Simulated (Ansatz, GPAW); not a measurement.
# A Ga chain with a Ti atom bridging one bond: relaxation, then transmission at several levels, part 3 of 4

How well does a Ga chain with a Ti atom bridging one bond conduct once its atoms have relaxed, and how much do cheaper levels lose?

GPAW 26.7.0 and Ansatz 0.2.0; Ansatz plane waves; relaxation of the junction with the lead ends held (the session's first sound run).

So far, transmission at the Fermi level (one spin): step 3 (plane-wave reference (PBE)) 1.02.

## Step 4: Double-zeta polarised basis

The script solves lead and junction separately, takes H and S in the orbital basis, and joins semi-infinite leads through their self-energies; the dzp basis is the working standard.

This step: GPAW LCAO, PAW setups; Landauer transmission from Green's functions with principal layers (ASE), zero bias (GPAW 26.7.0).

File run.py:

```python
import json
import numpy as np
from ase import Atoms
from ase.transport.calculators import TransportCalculator
from gpaw import GPAW, FermiDirac
from gpaw.lcao.tools import get_lcao_hamiltonian
from scipy.linalg import eigh

# The junction with lead layers at both ends, along the third cell vector
device = Atoms(
    ['Ga', 'Ga', 'Ga', 'Ga', 'Ga', 'Ga', 'Ti', 'Ga', 'Ga', 'Ga', 'Ga', 'Ga', 'Ga'],
    positions=[
        [4.50000, 4.50000, 1.27500],
        [4.50000, 4.50000, 3.82500],
        [4.50000, 4.50000, 6.37500],
        [4.50000, 4.50000, 8.92500],
        [3.70278, 3.97104, 11.58088],
        [4.41115, 4.37608, 14.11772],
        [6.45866, 4.65808, 15.44824],
        [4.45052, 4.41295, 16.84997],
        [3.50311, 4.61759, 19.32042],
        [4.50000, 4.50000, 21.87500],
        [4.50000, 4.50000, 24.42500],
        [4.50000, 4.50000, 26.97500],
        [4.50000, 4.50000, 29.52500]],
    cell=[[9.0, 0.0, 0.0], [0.0, 9.0, 0.0], [0.0, 0.0, 30.8]],
    pbc=True)

# One principal layer of the lead: the first 3 atoms of the device
lead = Atoms(
    ['Ga', 'Ga', 'Ga'],
    positions=[
        [4.50000, 4.50000, 1.27500],
        [4.50000, 4.50000, 3.82500],
        [4.50000, 4.50000, 6.37500]],
    cell=[[9.0, 0.0, 0.0], [0.0, 9.0, 0.0], [0.0, 0.0, 7.65]],
    pbc=True)

settings = dict(mode='lcao', basis='dzp', xc='PBE', h=0.2,
                occupations=FermiDirac(0.1), maxiter=250,
                mixer=dict(beta=0.1, nmaxold=8, weight=100.0),
                convergence=dict(density=0.0001))
energies = np.arange(-2, 2 + 1e-9, 0.025)
eta = 0.0001
n1, n2 = 1, 1
# k and -k transmit alike, so half of the mesh across the current serves
mesh = [(i, j) for i in range(n1) for j in range(n2) if (i, j) <= (-i % n1, -j % n2)]
weights = np.array([1 if (i, j) == (-i % n1, -j % n2) else 2 for i, j in mesh]) / (n1 * n2)

# [... helper functions left out ...]
fermi_lead = ground_state(lead, (1, 1, 15), 'lead.txt')
fermi_device = ground_state(device, (1, 1, 3), 'device.txt')
# [... loop over the mesh left out, but for ...]
        # Shift the lead onto the potential of the device's first layer
        shift = ((H[:, 0, 0] - H0[:, 0, 0]) / S0[0, 0]).real.mean()
# [...]
kT = 8.617333e-5 * 300
bias = [0.1, 0.2, 0.5, 1.0, 1.5, 2.0]
# [... integrals and printing left out ...]
```

Command:

```sh
$ OMP_NUM_THREADS=1 OPENBLAS_NUM_THREADS=1 python run.py
```

Numbers of over 12 decimals in the logs are rounded to 6 here.

The program printed:

```text
basis functions: device 185, principal layer 39
Fermi level: lead -2.8498 eV, device -2.6254 eV; lead shifted by -0.0089 eV
largest coupling past the next layer 6.03e-05 eV, largest misfit of the first layer 0.037 eV
  E-E_F (eV)   T (one spin)  [channel counts left out]
    -2.000    2.0638e-01
    -1.975    2.0424e-01
    -1.950    2.0223e-01
    -1.925    2.0035e-01
    -1.900    1.9856e-01
    -1.875    1.9685e-01
    -1.850    1.9518e-01
    -1.825    1.9353e-01
    -1.800    1.9183e-01
    -1.775    1.9003e-01
    -1.750    1.8805e-01
    -1.725    1.8576e-01
    -1.700    1.8299e-01
    -1.675    1.7949e-01
    -1.650    1.7485e-01
    -1.625    1.6842e-01
[...]
1.825    1.8183e+00
     1.850    1.7746e+00
     1.875    1.7254e+00
     1.900    1.6714e+00
     1.925    1.6142e+00
     1.950    1.5555e+00
     1.975    1.4974e+00
     2.000    1.4417e+00
conductance at 300 K: 1.0082 G0 a cell; thermopower -14.66 uV/K
current from the zero-bias T(E) at 0.1 V: 7.8851 uA
current from the zero-bias T(E) at 0.2 V: 15.985 uA
current from the zero-bias T(E) at 0.5 V: 36.396 uA
current from the zero-bias T(E) at 1.0 V: 60.518 uA
current from the zero-bias T(E) at 1.5 V: 83.163 uA
current from the zero-bias T(E) at 2.0 V: 116.75 uA
```

Elapsed: 67 s, on 1 thread of Arm Neoverse V2, shared host; peak memory 1.1 GiB.

This step gave:

```
conductance                                    : 1.008 G₀
thermopower                                    : -14.66 μV/K
largest coupling past the next principal layer : 6.03e-5 eV
largest misfit of the first principal layer    : 0.03720 eV
shift that aligns the lead                     : -0.008927 eV
basis functions of the junction                : 185
basis functions of a principal layer           : 39
transmission at the Fermi level (one spin)     : 0.9683
```

One spin. Transmission, zone mean against energy, zero at the Fermi level:

energy (eV), transmission, zone mean and a bar:
```
   -2.000       0.21 ###
   -1.900       0.20 ###
   -1.800       0.19 ###
   -1.700       0.18 ###
   -1.600       0.16 ##
   -1.500       0.00 
   -1.400       0.40 ######
   -1.300       0.35 #####
   -1.200       0.36 ######
   -1.100       0.40 ######
   -1.000       0.47 #######
   -0.900       0.56 #########
   -0.800       0.68 ##########
   -0.750       0.76 ############
   -0.700       0.79 ############
   -0.600       0.92 ##############
   -0.500       0.84 #############
   -0.400       0.96 ###############
   -0.300       0.92 ##############
   -0.200       0.99 ###############
   -0.100       0.90 ##############
    0.000       0.97 ###############
    0.100       1.36 #####################
    0.200       0.56 ########
    0.300       0.42 ######
    0.325       0.81 ############
    0.400       0.18 ###
    0.500       0.20 ###
    0.600       0.27 ####
    0.700       0.43 ######
    0.800       0.79 ############
    0.900       1.32 ####################
    1.000       1.63 #########################
    1.100       1.70 ##########################
    1.200       1.75 ###########################
    1.300       1.81 ############################
    1.400       1.88 #############################
    1.500       1.94 ##############################
    1.600       1.97 ##############################
    1.625       1.97 ##############################
    1.700       1.95 ##############################
    1.800       1.86 ############################
    1.900       1.67 #########################
    2.000       1.44 ######################
```

Not self-consistent under bias; the bias window is split evenly. Table of current through one cell, from the zero-bias transmission by bias:

```
bias (V)  current through one cell, from the zero-bias transmission (μA)
   0.100                                                            7.89
   0.200                                                            16.0
   0.500                                                            36.4
   1.000                                                            60.5
   1.500                                                            83.2
   2.000                                                             117
```

Transmission of the three most open eigenchannels against energy, zero at the Fermi level:

```
energy (eV)  channel 1  channel 2  channel 3
     -2.000      0.206    1.5e-12          0
     -1.800      0.192    1.5e-12          0
     -1.600      0.159    1.4e-12          0
     -1.400      0.403    1.3e-12          0
     -1.200      0.364    1.3e-12          0
     -1.000      0.469    1.2e-12          0
     -0.800      0.683    1.2e-12          0
     -0.600      0.923    1.1e-12          0
     -0.400      0.957    5.2e-12    1.8e-12
     -0.200      0.901     0.0747     0.0142
      0.000      0.584      0.350     0.0336
      0.200      0.280      0.237     0.0392
      0.400     0.0927     0.0743     0.0126
      0.600      0.129      0.115     0.0213
      0.800      0.446      0.232      0.109
      1.000      0.995      0.528      0.106
      1.200      0.946      0.761     0.0397
      1.400      0.975      0.900    0.00104
      1.600      0.985      0.961     0.0237
      1.800      0.974      0.774      0.107
      2.000      0.763      0.558      0.121
```

At the Fermi level T is 0.968 against 1.02 in plane waves. Couplings past the next layer reach 6.0e-5 eV, small enough to drop; the matrix elements of the cell's first layer differ from the bulk lead's by up to 0.037 eV. That layer keeps its own values in the calculation, and only beyond it is the lead taken as perfect. The Fermi levels of lead and junction count from different zeros of potential, one for each periodic cell; with both set to zero, the small remaining shift is what aligns them. By hand: G = 1.008 × 77.48 μS = 78.1 μS, a resistance of 12.8 kΩ; at 0.1 V a linear junction would pass 7.81 μA, and the integral over the bias window gives 7.89 μA. Mott's formula, S = -(π²/3)(k_B²T/e) d ln T/dE, has the prefactor 7.33 μV/K·eV at 300 K; T = 0.9233 at -0.025 eV and 1.045 at 0.025 eV give a slope of 2.48 per eV and S = -18.2 μV/K, beside -14.7 μV/K from the thermal integral, which interpolates the same grid.

## Step 5: GPAW, szp: basis = "szp(dzp)"

The second zeta is dropped, the polarisation orbitals stay.

Changes to run.py since step 4:

```diff
@@ -38,3 +38,3 @@
 
-settings = dict(mode='lcao', basis='dzp', xc='PBE', h=0.2,
+settings = dict(mode='lcao', basis='szp(dzp)', xc='PBE', h=0.2,
                 occupations=FermiDirac(0.1), maxiter=250,
```

The program printed:

```text
basis functions: device 124, principal layer 27
Fermi level: lead -3.1746 eV, device -2.8853 eV; lead shifted by -0.0111 eV
largest coupling past the next layer 5.81e-05 eV, largest misfit of the first layer 0.039 eV
  E-E_F (eV)   T (one spin)  channels
    -2.000    1.5769e-01    1.0000
    -1.975    1.5220e-01    1.0000
    -1.950    1.4630e-01    1.0000
[...]
1.975    1.3952e+00    3.0000
     2.000    1.3416e+00    3.0000
conductance at 300 K: 0.99634 G0 a cell; thermopower -15.37 uV/K
current from the zero-bias T(E) at 0.1 V: 7.7892 uA
current from the zero-bias T(E) at 0.2 V: 15.78 uA
current from the zero-bias T(E) at 0.5 V: 35.92 uA
current from the zero-bias T(E) at 1.0 V: 60.38 uA
current from the zero-bias T(E) at 1.5 V: 83.194 uA
current from the zero-bias T(E) at 2.0 V: 116.88 uA
```

Wall time 50 s (1 thread); peak memory 1 GiB.

Numbers from this step:

```
conductance                                    : 0.9963 G₀
thermopower                                    : -15.37 μV/K
largest coupling past the next principal layer : 5.81e-5 eV
largest misfit of the first principal layer    : 0.03899 eV
shift that aligns the lead                     : -0.01112 eV
basis functions of the junction                : 124
basis functions of a principal layer           : 27
transmission at the Fermi level (one spin)     : 0.9587
```

The conductance, 0.996 G₀, lies 1.2 % below that of the dzp run.

## Step 6: Minimal basis

The minimal basis is the cheapest rung: no second zeta and no polarisation.

Changes to run.py since step 5:

```diff
@@ -38,3 +38,3 @@
 
-settings = dict(mode='lcao', basis='szp(dzp)', xc='PBE', h=0.2,
+settings = dict(mode='lcao', basis='sz(dzp)', xc='PBE', h=0.2,
                 occupations=FermiDirac(0.1), maxiter=250,
```

The program printed:

```text
basis functions: device 61, principal layer 12
Fermi level: lead -3.2329 eV, device -2.9355 eV; lead shifted by -0.0136 eV
largest coupling past the next layer 5.75e-05 eV, largest misfit of the first layer 0.041 eV
  E-E_F (eV)   T (one spin)  [channel counts left out]
    -2.000    1.5087e-01
    -1.975    1.4480e-01
    -1.950    1.3802e-01
[...]
1.975    1.3190e+00
     2.000    1.2678e+00
conductance at 300 K: 0.9666 G0 a cell; thermopower -16.08 uV/K
current from the zero-bias T(E) at 0.1 V: 7.5627 uA
current from the zero-bias T(E) at 0.2 V: 15.373 uA
current from the zero-bias T(E) at 0.5 V: 35.462 uA
current from the zero-bias T(E) at 1.0 V: 59.873 uA
current from the zero-bias T(E) at 1.5 V: 80.025 uA
current from the zero-bias T(E) at 2.0 V: 111.01 uA
```

It took 37 s on 1 thread; peak memory 0.95 GiB.

This step gave:

* conductance: 0.9666 G₀
* thermopower: -16.08 μV/K
* largest coupling past the next principal layer: 5.75e-5 eV
* largest misfit of the first principal layer: 0.04055 eV
* shift that aligns the lead: -0.01356 eV
* basis functions of the junction: 61
* basis functions of a principal layer: 12
* transmission at the Fermi level (one spin): 0.9298

One spin. The transmission, zone mean by energy, zero at the Fermi level:

```
energy (eV)  transmission, zone mean
     -2.000                    0.151
     -1.900                    0.121
     -1.800                   0.0634
     -1.700                   4.1e-8
     -1.600                   4.3e-8
     -1.500                    0.390
     -1.400                    0.513
     -1.300                    0.489
     -1.200                    0.503
     -1.100                    0.543
     -1.000                    0.604
     -0.900                    0.687
     -0.800                    0.793
     -0.700                    0.862
     -0.600                    0.937
     -0.575                    0.942
     -0.500                    0.969
     -0.400                    0.982
     -0.300                    0.975
     -0.200                    0.921
     -0.100                    0.843
      0.000                    0.930
      0.100                     1.34
      0.200                    0.593
      0.300                    0.370
      0.350                    0.628
      0.400                    0.133
      0.500                    0.164
      0.600                    0.204
      0.700                    0.296
      0.800                    0.520
      0.900                    0.984
      1.000                     1.49
      1.100                     1.71
      1.200                     1.81
      1.300                     1.88
      1.400                     1.95
      1.500                     1.99
      1.525                     1.99
      1.600                     1.98
      1.700                     1.89
      1.800                     1.72
      1.900                     1.49
      2.000                     1.27
```

The conductance, 0.967 G₀, lies 4.1 % below that of the dzp run.

## Step 7: LDA in the dzp basis: xc = "LDA"

Back in the dzp basis, the functional changes from PBE to LDA, to set the spread between functionals beside that between bases.

Changes to run.py since step 6:

```diff
@@ -38,3 +38,3 @@
 
-settings = dict(mode='lcao', basis='sz(dzp)', xc='PBE', h=0.2,
+settings = dict(mode='lcao', basis='dzp', xc='LDA', h=0.2,
                 occupations=FermiDirac(0.1), maxiter=250,
```

The program printed:

```text
basis functions: device 185, principal layer 39
Fermi level: lead -3.0783 eV, device -2.8642 eV; lead shifted by -0.0105 eV
largest coupling past the next layer 5.91e-05 eV, largest misfit of the first layer 0.038 eV
  E-E_F (eV)   T (one spin)  channels
    -2.000    1.6489e-01    1.0000
    -1.975    1.6134e-01    1.0000
    -1.950    1.5766e-01    1.0000
[...]
1.975    1.5710e+00    3.0000
     2.000    1.5163e+00    3.0000
conductance at 300 K: 1.0342 G0 a cell; thermopower -12.96 uV/K
current from the zero-bias T(E) at 0.1 V: 8.0856 uA
current from the zero-bias T(E) at 0.2 V: 16.41 uA
current from the zero-bias T(E) at 0.5 V: 37.576 uA
current from the zero-bias T(E) at 1.0 V: 60.774 uA
current from the zero-bias T(E) at 1.5 V: 84.518 uA
current from the zero-bias T(E) at 2.0 V: 117.75 uA
```

The job ended after 51 s (1 thread; peak memory 1.1 GiB).

Numbers from this step:

| Quantity | Value |
| --- | --- |
| conductance | 1.034 G₀ |
| thermopower | -12.96 μV/K |
| largest coupling past the next principal layer | 5.91e-5 eV |
| largest misfit of the first principal layer | 0.03810 eV |
| shift that aligns the lead | -0.01051 eV |
| basis functions of the junction | 185 |
| basis functions of a principal layer | 39 |
| transmission at the Fermi level (one spin) | 0.9978 |

One spin. Transmission, zone mean against energy, zero at the Fermi level:

```
energy (eV)  transmission, zone mean
     -2.000                    0.165
     -1.900                    0.150
     -1.800                    0.128
     -1.700                   0.0846
     -1.600                   1.0e-7
     -1.500                   1.2e-7
     -1.400                    0.517
     -1.300                    0.440
     -1.200                    0.439
     -1.100                    0.471
     -1.000                    0.530
     -0.900                    0.616
     -0.800                    0.724
     -0.700                    0.781
     -0.600                    0.949
     -0.525                    0.983
     -0.500                    0.981
     -0.400                    0.947
     -0.300                    0.934
     -0.200                     1.00
     -0.100                    0.939
      0.000                    0.998
      0.100                     1.38
      0.200                    0.596
      0.300                    0.238
      0.400                    0.214
      0.500                    0.218
      0.600                    0.265
      0.700                    0.401
      0.800                    0.729
      0.900                     1.23
      1.000                     1.52
      1.100                     1.63
      1.200                     1.70
      1.300                     1.78
      1.400                     1.87
      1.500                     1.93
      1.600                     1.96
      1.700                     1.93
      1.800                     1.86
      1.900                     1.72
      2.000                     1.52
```

The conductance, 1.03 G₀, lies 2.6 % above that of the dzp run.

## Step 8: Without the relaxation: geometry = "as built"

The dzp basis with PBE on the structure as first built shows what the relaxation was worth.

Changes to run.py since step 7:

```diff
@@ -16,7 +16,7 @@
         [4.50000, 4.50000, 8.92500],
-        [3.70278, 3.97104, 11.58088],
-        [4.41115, 4.37608, 14.11772],
-        [6.45866, 4.65808, 15.44824],
-        [4.45052, 4.41295, 16.84997],
-        [3.50311, 4.61759, 19.32042],
+        [4.50000, 4.50000, 11.47500],
+        [4.50000, 4.50000, 14.02500],
+        [6.46793, 4.50000, 15.40000],
+        [4.50000, 4.50000, 16.77500],
+        [4.50000, 4.50000, 19.32500],
         [4.50000, 4.50000, 21.87500],
@@ -38,3 +38,3 @@
 
-settings = dict(mode='lcao', basis='dzp', xc='LDA', h=0.2,
+settings = dict(mode='lcao', basis='dzp', xc='PBE', h=0.2,
                 occupations=FermiDirac(0.1), maxiter=250,
```

The program printed:

```text
basis functions: device 185, principal layer 39
Fermi level: lead -2.8498 eV, device -2.6805 eV; lead shifted by -0.0143 eV
largest coupling past the next layer 6.03e-05 eV, largest misfit of the first layer 0.042 eV
  E-E_F (eV)   T (one spin)  [channel counts left out]
    -2.000    8.8421e-01
    -1.975    8.8170e-01
    -1.950    8.7903e-01
[...]
1.975    2.0896e+00
     2.000    2.1263e+00
conductance at 300 K: 1.8632 G0 a cell; thermopower 3.269 uV/K
current from the zero-bias T(E) at 0.1 V: 14.346 uA
current from the zero-bias T(E) at 0.2 V: 28.123 uA
current from the zero-bias T(E) at 0.5 V: 58.786 uA
current from the zero-bias T(E) at 1.0 V: 84.25 uA
current from the zero-bias T(E) at 1.5 V: 114.74 uA
current from the zero-bias T(E) at 2.0 V: 160.64 uA
```

Run time: 54 s. Hardware: 1 thread; peak memory 1.1 GiB.

Numbers from this step:

```
conductance                                    : 1.863 G₀
thermopower                                    : 3.269 μV/K
largest coupling past the next principal layer : 6.03e-5 eV
largest misfit of the first principal layer    : 0.04243 eV
shift that aligns the lead                     : -0.01434 eV
transmission at the Fermi level (one spin)     : 1.893
```

One spin. The transmission, zone mean by energy, zero at the Fermi level:

```
energy (eV)  transmission, zone mean
     -2.000                    0.884
     -1.800                    0.858
     -1.600                    0.769
     -1.425                    0.986
     -1.400                    0.958
     -1.200                    0.868
     -1.000                    0.820
     -0.800                    0.758
     -0.600                    0.670
     -0.400                    0.494
     -0.200                     1.22
     -0.025                     1.91
      0.000                     1.89
      0.200                     1.19
      0.400                    0.853
      0.600                    0.819
      0.800                     1.30
      1.000                     2.07
      1.200                     2.61
      1.300                     2.67
      1.400                     2.62
      1.600                     2.23
      1.800                     1.85
      2.000                     2.13
```

The conductance, 1.86 G₀, lies 85 % above that of the dzp run.

## Step 9: The ladder

Times are wall times on the hardware named with each run. Results by setting:

```
no.      run  conductance (G₀)  time  memory (GiB)
  1   pw PBE             1.058  90 s           2.6
  2      dzp             1.008  67 s           1.1
  3      szp            0.9963  50 s           1.0
  4       sz            0.9666  37 s          0.95
  5  dzp LDA             1.034  51 s           1.1
  6  asbuilt             1.863  54 s           1.1
```

(Continued in part 4 of 4.)

[Logs are printed without paths, hosts, clocks, repeated set-up lines and the standing remarks that a program may print on its own settings, such as how far it seeks lower states.]

[Hosts, paths, dates, database ids (printed as entryN), source tags and the programs' standing remarks are cut or masked in the printed files.]
